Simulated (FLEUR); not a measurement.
Input of a FLEUR MaX-R8.1 (later development tree) run:

File inp.xml:

```xml
<?xml version="1.0" encoding="UTF-8" standalone="no"?>
<fleurInput fleurInputVersion="0.39">
   <comment>
      Fe                                                                                                  
   </comment>
   <calculationSetup>
      <cutoffs Kmax="4.76" Gmax="14.7" GmaxXC="14.7" numbands="0"/>
      <scfLoop itmax="100" minDistance="0.0002" maxIterBroyd="50" imix="Anderson" alpha="0.05" precondParam="0.0" spinf="2.0" sdNocoIR="T"/>
      <coreElectrons ctail="T" frcor="F" kcrel="0" coretail_lmax="0"/>
      <xcFunctional name="PBEs" relativisticCorrections="F"/>
      <magnetism jspins="2"/>
      <soc l_soc="F" theta="0.0" phi="0.0" spav="F"/>
      <expertModes spex="0" secvar="F"/>
      <geometryOptimization l_f="F" forcealpha="1.0" forcemix="BFGS" epsdisp="0.00001" epsforce="0.00001"/>
      <ldaU l_linMix="F" mixParam="0.05" spinf="1.0"/>
   </calculationSetup>
   <cell>
      <bzIntegration valenceElectrons="32.0" mode="hist" fermiSmearingEnergy="0.00183747">
         <kPointListSelection listName="default-1"/>
         <!-- k-points included here -->
         <xi:include xmlns:xi="http://www.w3.org/2001/XInclude" href="kpts.xml"> </xi:include>
      </bzIntegration>
      <!-- symmetry operations included here -->
      <xi:include xmlns:xi="http://www.w3.org/2001/XInclude" href="sym.xml"> </xi:include>
      <bulkLattice scale="1.0">
         <bravaisMatrix>
            <row-1>    4.5998911803346623     0.0000000000000000     0.0000000000000000</row-1>
            <row-2>   -2.2999455902618178     3.9836226168433098     0.0000000000000000</row-2>
            <row-3>    0.0000000000000000     0.0000000000000000     7.2602039369602549</row-3>
         </bravaisMatrix>
      </bulkLattice>
   </cell>
   <atomSpecies>
      <species name="Iron (Fe) 3.000" element="Fe" atomicNumber="26">
         <mtSphere radius="2.06" gridPoints="687" logIncrement="0.018"/>
         <atomicCutoffs lmax="8" lnonsphr="8"/>
         <electronConfig flipSpins="F">
            <coreConfig>(1s1/2) (2s1/2) (2p1/2) (2p3/2)</coreConfig>
            <valenceConfig>(3s1/2) (3p1/2) (3p3/2) (4s1/2) (3d3/2) (3d5/2)</valenceConfig>
            <stateOccupation state="(3d3/2)" spinUp="1.5" spinDown="0.9"/>
            <stateOccupation state="(3d5/2)" spinUp="3.0" spinDown="0.6"/>
         </electronConfig>
         <energyParameters s="4" p="4" d="3" f="4"/>
         <ldaU l="2" U="3" J="0.0" l_amf="F"/>
         <lo type="SCLO" l="0" n="3" eDeriv="0"/>
         <lo type="SCLO" l="1" n="3" eDeriv="0"/>
         <lo type="SCLO" l="1" n="3" eDeriv="1"/>
         <lo type="SCLO" l="3" n="4" eDeriv="2"/>
      </species>
   </atomSpecies>
   <atomGroups>
      <atomGroup species="Iron (Fe) 3.000">
         <relPos label="                   1">-1.000/3.000 1.000/3.000 -1.000/4.000</relPos>
         <relPos label="                   2">1.000/3.000 -1.000/3.000 1.000/4.000</relPos>
         <force calculate="T" relaxXYZ="TTT"/>
      </atomGroup>
   </atomGroups>
   <output dos="F" band="F" slice="F">
      <checks vchk="F" cdinf="F"/>
      <bandDOS minEnergy="-.5*Htr" maxEnergy="0.5*Htr" sigma="0.015" storeEVData="T"/>
      <vacuumDOS vacdos="F" integ="F" star="F" nstars="0" locx1="0.0" locy1="0.0" locx2="0.0" locy2="0.0" nstm="0" tworkf="0.0"/>
      <unfoldingBand unfoldBand="F" supercellX="1" supercellY="1" supercellZ="1"/>
      <plotting iplot="0" polar="F">
         <plot TwoD="T" vec1="  1.0  0.0  0.0" vec2="  0.0  1.0  0.0" vec3="  0.0  0.0  1.0" zero="  0.0  0.0  0.0" file="plot"/>
      </plotting>
      <chargeDensitySlicing numkpt="0" minEigenval="0.0" maxEigenval="0.0" nnne="0" pallst="F"/>
      <specialOutput eonly="F"/>
      <moessbauerParams electricFieldGradient="T" isomerShift="T" coreHyperfine="T" valenceHyperfine="T"/>
      <magneticCircularDichroism mcd="F" energyLo="-10.0" energyUp="0.0"/>
   </output>
  <!-- We include the file relax.xml here to enable relaxations (see documentation) -->
  <xi:include xmlns:xi="http://www.w3.org/2001/XInclude" href="relax.xml"> <xi:fallback/> </xi:include>
</fleurInput>
```

File crystal.txt:

```
Fe
&input cartesian=F /
2.4341575853  0.0000000000  0.0000000000
-1.2170787927  2.1080423057  0.0000000000
0.0000000000  0.0000000000  3.8419344700
1.8897261246
1.0 1.0 1.0

2
26 0.6666666666  0.3333333332  0.7500000000 : 3.000
26 0.3333333332  0.6666666666  0.2500000000 : 3.000

&kpt div1=10 div2=10 div3=6 gamma=T /
```

Potentials or basis: all-electron, FLAPW.

Run with:

```console
$ inpgen -f crystal.txt -profile fastHighL
$ # inp.xml edited to the form shown
$ fleur_MPI
```

What does it give for the site moments?

Fe +2.73 μB.

Predict the band gap on the k mesh.

none (metal or under the smearing width).

Eigenvalues of the final occupation matrices:
```
       site  spin  trace               eigenvalues
atom type 1     1   4.32  0.85 0.86 0.86 0.87 0.87
atom type 1     2   1.54  0.27 0.27 0.29 0.29 0.43
```

Caveat: the U is typed as a test and isn't derived for this compound. The state reached can hang on the start; a lower one may exist.
